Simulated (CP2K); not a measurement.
# Zn (P-1) in CP2K: convergence with k mesh

Aim: find how far k mesh must go before the results for Zn settle, at LDA. This setting moves, with any that are tied to it; all else stays.

Everything below comes from runs of CP2K 2026.2. Logs are shortened: lines on timing, memory, paths and dates and some standing lists are left out, and cuts for length are marked.

### Step 1. The cell of the first run

The typed cell holds 2 atoms: a = 2.670 Å, b = 2.670 Å, c = 4.966 Å, α = 90.00°, β = 90.00°, γ = 120.00°.

The cell isn't the ideal one: atoms moved at random, drawn with an rms of 0.05 Å.

### Step 2. With k mesh 3 × 3 × 2

zn_converge.inp reads:

```
&GLOBAL
  PROJECT zn_converge
  RUN_TYPE ENERGY_FORCE
  PRINT_LEVEL LOW
&END GLOBAL
&FORCE_EVAL
  METHOD QS
  STRESS_TENSOR ANALYTICAL
  &DFT
    BASIS_SET_FILE_NAME BASIS_MOLOPT_UZH
    POTENTIAL_FILE_NAME GTH_POTENTIALS
    &MGRID
      CUTOFF 450
      REL_CUTOFF 60
      NGRIDS 5
    &END MGRID
    &QS
      METHOD GPW
      EPS_DEFAULT 1.0E-9
    &END QS
    &KPOINTS
      SCHEME MONKHORST-PACK 3 3 2
      GAMMA_CENTERED T
      SYMMETRY T
      SYMMETRY_BACKEND SPGLIB
    &END KPOINTS
    &SCF
      SCF_GUESS ATOMIC
      EPS_SCF 1.0E-6
      MAX_SCF 100
      ADDED_MOS 10
      CHOLESKY OFF
      EPS_EIGVAL 1.0E-7
      &DIAGONALIZATION ON
        ALGORITHM STANDARD
      &END DIAGONALIZATION
      &MIXING ON
        METHOD BROYDEN_MIXING
        ALPHA 0.4
        BETA 1.5
        NBUFFER 8
      &END MIXING
      &SMEAR ON
        METHOD FERMI_DIRAC
        ELECTRONIC_TEMPERATURE 580.23
      &END SMEAR
    &END SCF
    &XC
      &XC_FUNCTIONAL
        &LDA_X
        &END LDA_X
        &LDA_C_PW
        &END LDA_C_PW
      &END XC_FUNCTIONAL
    &END XC
    &PRINT
      &KPOINTS ON
      &END KPOINTS
      &MULLIKEN ON
      &END MULLIKEN
      &MO ON
        ENERGIES T
        OCCUPATION_NUMBERS T
        &EACH
          QS_SCF 0
        &END EACH
        ADD_LAST NUMERIC
      &END MO
    &END PRINT
  &END DFT
  &SUBSYS
    &CELL
      A 2.6700000000 0.0000000000 0.0000000000
      B -1.3350000000 2.3122878281 0.0000000000
      C 0.0000000000 0.0000000000 4.9660000000
      PERIODIC XYZ
    &END CELL
    &COORD
      SCALED
      Zn  0.6637230000 0.3633370000 0.7569630000
      Zn  0.3252300000 0.6817020000 0.2469170000
    &END COORD
    &KIND Zn
      BASIS_SET TZVP-MOLOPT-PBE-GTH-q12
      POTENTIAL GTH-PADE-q12
    &END KIND
    &PRINT
      &ATOMIC_COORDINATES ON
      &END ATOMIC_COORDINATES
      &CELL ON
      &END CELL
      &SYMMETRY ON
      &END SYMMETRY
    &END PRINT
  &END SUBSYS
  &PRINT
    &FORCES ON
    &END FORCES
    &STRESS_TENSOR ON
    &END STRESS_TENSOR
  &END PRINT
&END FORCE_EVAL
```

Potentials or basis: GTH_POTENTIALS Zn GTH-PADE-q12; TZVP-MOLOPT-PBE-GTH basis.

Command:

```bash
$ OMP_NUM_THREADS=1 cp2k.psmp -i zn_converge.inp -o zn_converge.out
```

It took 3.6 min on 1 thread of Intel Xeon at 2.70GHz, shared host; peak memory 0.45 GiB.

What came out:

```yaml
Free_energy: -3290.2662 eV
Pressure: -1.5 GPa
Largest_force: 0.110 eV/Å
Band_gap_on_the_k_mesh: none (metal or under the smearing width)
```

### Step 3. With k mesh 4 × 4 × 2

zn_converge.inp: that of step 2 with these lines changed.

```diff
@@ -21,3 +21,3 @@
     &KPOINTS
-      SCHEME MONKHORST-PACK 3 3 2
+      SCHEME MONKHORST-PACK 4 4 2
       GAMMA_CENTERED T
```

Potentials or basis: GTH_POTENTIALS Zn GTH-PADE-q12; TZVP-MOLOPT-PBE-GTH basis.

Command:

```bash
$ OMP_NUM_THREADS=1 cp2k.psmp -i zn_converge.inp -o zn_converge.out
```

Run time: 3.6 min. Hardware: 1 thread of Intel Xeon at 2.70GHz, shared host; peak memory 0.45 GiB.

Results:

```yaml
Free_energy: -3291.2548 eV
Pressure: -10.7 GPa
Largest_force: 0.042 eV/Å
Band_gap_on_the_k_mesh: none (metal or under the smearing width)
```

### Step 4. With k mesh 5 × 5 × 3

zn_converge.inp: that of step 3 with these lines changed.

```diff
@@ -21,3 +21,3 @@
     &KPOINTS
-      SCHEME MONKHORST-PACK 4 4 2
+      SCHEME MONKHORST-PACK 5 5 3
       GAMMA_CENTERED T
```

Command:

```bash
$ OMP_NUM_THREADS=1 cp2k.psmp -i zn_converge.inp -o zn_converge.out
```

Wall time 3 min (1 thread of Intel Xeon at 2.70GHz, shared host); peak memory 0.46 GiB.

Results:

* Free energy: -3290.9700 eV
* Pressure: -8.0 GPa
* Largest force: 0.017 eV/Å
* Band gap on the k mesh: none (metal or under the smearing width)

### Step 5. With k mesh 7 × 7 × 3

zn_converge.inp: that of step 4 with these lines changed.

```diff
@@ -21,3 +21,3 @@
     &KPOINTS
-      SCHEME MONKHORST-PACK 5 5 3
+      SCHEME MONKHORST-PACK 7 7 3
       GAMMA_CENTERED T
```

Command:

```bash
$ OMP_NUM_THREADS=1 cp2k.psmp -i zn_converge.inp -o zn_converge.out
```

Wall time 3.9 min (1 thread of Intel Xeon at 2.70GHz, shared host); peak memory 0.48 GiB.

Results:

* Free energy: -3291.0310 eV
* Pressure: -8.8 GPa
* Largest force: 0.054 eV/Å
* Band gap on the k mesh: none (metal or under the smearing width)

### Step 6. With k mesh 8 × 8 × 4

zn_converge.inp: that of step 5 with these lines changed.

```diff
@@ -21,3 +21,3 @@
     &KPOINTS
-      SCHEME MONKHORST-PACK 7 7 3
+      SCHEME MONKHORST-PACK 8 8 4
       GAMMA_CENTERED T
```

Potentials or basis: GTH_POTENTIALS Zn GTH-PADE-q12; TZVP-MOLOPT-PBE-GTH basis.

Command:

```bash
$ OMP_NUM_THREADS=1 cp2k.psmp -i zn_converge.inp -o zn_converge.out
```

Wall time 3.9 min (1 thread of Intel Xeon at 2.70GHz, shared host); peak memory 0.5 GiB.

Results:

| Item | Value |
| --- | --- |
| Free energy | -3290.9520 eV |
| Pressure | -8.5 GPa |
| Largest force | 0.071 eV/Å |
| Band gap on the k mesh | none (metal or under the smearing width) |

### Step 7. With k mesh 10 × 10 × 5

zn_converge.inp: that of step 6 with these lines changed.

```diff
@@ -21,3 +21,3 @@
     &KPOINTS
-      SCHEME MONKHORST-PACK 8 8 4
+      SCHEME MONKHORST-PACK 10 10 5
       GAMMA_CENTERED T
```

Command:

```bash
$ OMP_NUM_THREADS=1 cp2k.psmp -i zn_converge.inp -o zn_converge.out
```

Wall time 5.8 min (1 thread of Intel Xeon at 2.70GHz, shared host); peak memory 0.55 GiB.

The run converged. Its results:

```yaml
Free_energy: -3290.9927 eV
Pressure: -8.8 GPa
Largest_force: 0.056 eV/Å
Band_gap_on_the_k_mesh: none (metal or under the smearing width)
```

### Step 8. With k mesh 11 × 11 × 6

zn_converge.inp: that of step 7 with these lines changed.

```diff
@@ -21,3 +21,3 @@
     &KPOINTS
-      SCHEME MONKHORST-PACK 10 10 5
+      SCHEME MONKHORST-PACK 11 11 6
       GAMMA_CENTERED T
```

Command:

```bash
$ OMP_NUM_THREADS=1 cp2k.psmp -i zn_converge.inp -o zn_converge.out
```

Run time: 7.6 min. Hardware: 1 thread of Intel Xeon at 2.70GHz, shared host; peak memory 0.6 GiB.

The run converged. Its results:

| Quantity | Value |
| --- | --- |
| Free energy | -3290.9636 eV |
| Pressure | -8.6 GPa |
| Largest force | 0.073 eV/Å |
| Band gap on the k mesh | none (metal or under the smearing width) |

### Step 9. With k mesh 14 × 14 × 7

zn_converge.inp: that of step 8 with these lines changed.

```diff
@@ -21,3 +21,3 @@
     &KPOINTS
-      SCHEME MONKHORST-PACK 11 11 6
+      SCHEME MONKHORST-PACK 14 14 7
       GAMMA_CENTERED T
```

Potentials or basis: GTH_POTENTIALS Zn GTH-PADE-q12; TZVP-MOLOPT-PBE-GTH basis.

Command:

```bash
$ OMP_NUM_THREADS=1 cp2k.psmp -i zn_converge.inp -o zn_converge.out
```

zn_converge.out:

```text

 CP2K| version string:                                       CP2K version 2026.2
 CP2K| Input file name                                           zn_converge.inp

 GLOBAL| Force Environment number                                              1
 GLOBAL| Basis set file name                                    BASIS_MOLOPT_UZH
 GLOBAL| Potential file name                                      GTH_POTENTIALS
 GLOBAL| MM Potential file name                                     MM_POTENTIAL
 GLOBAL| Coordinate file name                                      __STD_INPUT__
 GLOBAL| Method name                                                        CP2K
 GLOBAL| Project name                                                zn_converge
 GLOBAL| Run type                                                   ENERGY_FORCE
 GLOBAL| FFT library                                                       FFTW3
[... 6 lines left out ...]
 GLOBAL| Total number of message passing processes                             1
 GLOBAL| Number of threads for this process                                    1
 GLOBAL| CPU model name                     Intel(R) Xeon(R) Processor @ 2.70GHz

 CELL| Volume [angstrom^3]:                                            30.659133
 CELL| Vector a [angstrom]:       2.670     0.000     0.000   |a| =     2.670000
 CELL| Vector b [angstrom]:      -1.335     2.312     0.000   |b| =     2.670000
 CELL| Vector c [angstrom]:       0.000     0.000     4.966   |c| =     4.966000
 CELL| Angle (b,c), alpha [degree]:                                    90.000000
 CELL| Angle (a,c), beta  [degree]:                                    90.000000
 CELL| Angle (a,b), gamma [degree]:                                   120.000000
 CELL| Numerically orthorhombic:                                              NO
 CELL| Periodicity                                                           XYZ

 CELL_REF| Volume [angstrom^3]:                                        30.659133
 CELL_REF| Vector a [angstrom     2.670     0.000     0.000   |a| =     2.670000
 CELL_REF| Vector b [angstrom    -1.335     2.312     0.000   |b| =     2.670000
 CELL_REF| Vector c [angstrom     0.000     0.000     4.966   |c| =     4.966000
 CELL_REF| Angle (b,c), alpha [degree]:                                90.000000
 CELL_REF| Angle (a,c), beta  [degree]:                                90.000000
 CELL_REF| Angle (a,b), gamma [degree]:                               120.000000
 CELL_REF| Numerically orthorhombic:                                          NO
 CELL_REF| Periodicity                                                       XYZ
[... 9 lines left out ...]
 TOTAL NUMBERS AND MAXIMUM NUMBERS

  Total number of            - Atomic kinds:                                   1
                             - Atoms:                                          2
                             - Shell sets:                                     2
                             - Shells:                                        20
                             - Primitive Cartesian functions:                 12
                             - Cartesian basis functions:                     80
                             - Spherical basis functions:                     68

  Maximum angular momentum of the orbital basis functions:                     3

 MODULE QUICKSTEP: ATOMIC COORDINATES IN ANGSTROM

   Atom Kind Element         X             Y             Z       Z(eff)     Mass
[... 98 lines left out ...]
 SCF WAVEFUNCTION OPTIMIZATION

  Step     Update method      Time    Convergence         Total energy    Change
  ------------------------------------------------------------------------------
     1 NoMix/Diag. 0.40E+00   62.9     0.88683450      -121.1404675350 -1.21E+02
     2 Broy./Diag. 0.40E+00   39.5     0.04700985      -122.0804896178 -9.40E-01
     3 Broy./Diag. 0.40E+00   39.1     0.01800744      -121.3089594460  7.72E-01
     4 Broy./Diag. 0.40E+00   37.2     0.01187261      -120.9839338473  3.25E-01
     5 Broy./Diag. 0.40E+00   36.7     0.00339364      -120.9220833488  6.19E-02
     6 Broy./Diag. 0.40E+00   38.4     0.00068888      -120.9435797752 -2.15E-02
     7 Broy./Diag. 0.40E+00   43.6     0.00017052      -120.9429625341  6.17E-04
     8 Broy./Diag. 0.40E+00   42.7     0.00019598      -120.9404795840  2.48E-03
     9 Broy./Diag. 0.40E+00   41.5     0.00001789      -120.9406914052 -2.12E-04
    10 Broy./Diag. 0.40E+00   40.3     0.00002387      -120.9409068481 -2.15E-04
    11 Broy./Diag. 0.40E+00   43.0     0.00000269      -120.9408537908  5.31E-05
    12 Broy./Diag. 0.40E+00   52.1     0.00000331      -120.9408358534  1.79E-05
    13 Broy./Diag. 0.40E+00   45.5     0.00000067      -120.9408373288 -1.48E-06

  *** SCF run converged in    13 steps ***

  Electronic density on regular grids:        -23.9999994830        0.0000005170
  Core density on regular grids:               23.9999999779       -0.0000000221
  Total charge density on r-space grids:        0.0000004950
  Total charge density g-space grids:           0.0000004950

  Overlap energy of the core charge distribution:               0.00000000045657
  Self energy of the core charge distribution:               -159.30058829583709
  Core Hamiltonian energy:                                     50.29631027039560
  Hartree energy:                                               5.58679818219273
  Exchange-correlation energy:                                -17.52317294882538
  Electronic entropic energy:                                  -0.00018453712854
  Fermi energy:                                                 0.20697870608392

  Total energy:                                              -120.94083732876018
  Total energy (extrapolated to T->0):                       -120.94074506019591

 MO| EIGENVALUES AND OCCUPATION NUMBERS FOR K POINT 1
 MO|
 MO|  Index      Eigenvalue [a.u.]        Eigenvalue [eV]             Occupation
 MO|      1              -0.096815              -2.634476               2.000000
 MO|      2              -0.095854              -2.608314               2.000000
 MO|      3              -0.089179              -2.426678               2.000000
 MO|      4              -0.087424              -2.378931               2.000000
 MO|      5              -0.069675              -1.895945               2.000000
 MO|      6              -0.064999              -1.768723               2.000000
[... 378 lines left out ...]
 MO|     21               0.871747              23.721451               0.000000
 MO|     22               0.948157              25.800664               0.000000
 MO| Sum:                                                              23.999983
 MO| E(Fermi):            0.206979 a.u.          5.632177 eV

 [... the levels of further k-points ...]

 !-----------------------------------------------------------------------------!
                     Mulliken Population Analysis

 #  Atom  Element  Kind  Atomic population                           Net charge
       1     Zn       1         11.999999                              0.000001
       2     Zn       1         12.000001                             -0.000001
 # Total charge                             24.000000                 -0.000000

 !-----------------------------------------------------------------------------!

 ENERGY| Total FORCE_EVAL ( QS ) energy [hartree]           -120.940837767063087

 FORCES| Atomic forces [hartree/bohr]
 FORCES|   Atom     x               y               z               |f|
 FORCES|      1  4.90673138E-06 -2.52850141E-04 -1.33801514E-03   1.36170546E-03
 FORCES|      2 -5.99242272E-05  2.20341273E-04  1.20749284E-03   1.22889387E-03
 FORCES| Sum    -5.50174958E-05 -3.25088675E-05 -1.30522300E-04
 FORCES| Total atomic force                                       1.45326605E-04

 STRESS| Analytical stress tensor [bar]
 STRESS|                        x                   y                   z
 STRESS|      x       -9.43443516604E+04   1.07573117976E+02  -5.83188779045E+01
 STRESS|      y        1.07573117976E+02  -9.31309082741E+04   2.95469161714E+02
 STRESS|      z       -5.83188779045E+01   2.95469161714E+02  -7.40454075574E+04
 STRESS| 1/3 Trace                                            -8.71735558306E+04
 STRESS| Determinant                                          -6.50581323379E+14

 STRESS| Eigenvectors and eigenvalues of the analytical stress tensor [bar]
 STRESS|                        1                   2                   3
 STRESS| Eigenvalues  -9.43541628273E+04  -9.31258283204E+04  -7.40406763442E+04
 STRESS|      x           0.996059022752      0.088648963451     -0.002790066995
 STRESS|      y          -0.088595749422      0.995947682114      0.015459873123
 STRESS|      z           0.004149262484     -0.015151758038      0.999876596310
```

Run time: 10 min. Hardware: 1 thread of Intel Xeon at 2.70GHz, shared host; peak memory 0.75 GiB.

What came out:

| Property | Result |
| --- | --- |
| Free energy | -3290.9676 eV |
| Pressure | -8.7 GPa |
| Largest force | 0.070 eV/Å |
| Band gap on the k mesh | none (metal or under the smearing width) |

### Step 10. Result

```
     k mesh  energy less the tightest run, at zero smearing (meV/atom)  pressure (GPa)  largest force (eV/Å)  SCF cycles  CPU time (s)  peak memory (GiB)
  3 × 3 × 2                                                     354.57           -1.52                 0.110          13           210               0.45
  4 × 4 × 2                                                    -142.78          -10.65                 0.042          13           220               0.45
  5 × 5 × 3                                                      -1.57           -8.02                 0.017          13           180               0.46
  7 × 7 × 3                                                     -30.67           -8.81                 0.054          13           230               0.48
  8 × 8 × 4                                                       7.59           -8.50                 0.071          13           240                0.5
10 × 10 × 5                                                     -13.27           -8.77                 0.056          13           350               0.55
11 × 11 × 6                                                       1.80           -8.59                 0.073          13           460                0.6
14 × 14 × 7                                                       0.00           -8.72                 0.070          13           610               0.75
```

Against the tightest run, the largest force stays within 0.005 eV/Å from 11 × 11 × 6 on. Not settled before the last step: the energy (to 1 meV/atom), the pressure (to 0.1 GPa). Meshes of other sizes hit other points, so gaps and Fermi surfaces needn't settle smoothly. The tightest run that finished is the yardstick and may itself not be fully converged.

Caveats: the basis of atomic orbitals isn't converged, which shifts pressures, moduli and gaps.
